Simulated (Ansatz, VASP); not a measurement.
**K: VASP beside Ansatz**

```xyz
1
Lattice="-2.5166 2.5166 2.5166 2.5166 -2.5166 2.5166 2.5166 2.5166 -2.5166" Properties=species:S:1:pos:R:3 pbc="T T T"
K     0.0000    0.0000    0.0000
```

Alike in both runs: functional LDA; k mesh 11 × 11 × 11; occupations fermi-dirac, width 0.05 eV; no spin polarisation.

Ansatz relaxed the structure, and its values are those at the end. VASP's run is a single point on that final structure, the one shown.

|  | VASP | Ansatz |
| --- | --- | --- |
| version | VASP 6.6.1 | Ansatz 0.2.0 |
| potentials or method | VASP PAW LDA potentials, release 64 (K_sv) | PAW with Ansatz's default frozen-core files, scalar-relativistic |
| plane-wave cutoff (eV) | 520 | 420 |
| valence electrons in the cell | 9 | 9 |

```csv
,VASP,Ansatz,Ansatz less VASP
pressure (GPa),0.0,0.0,+0.02
```
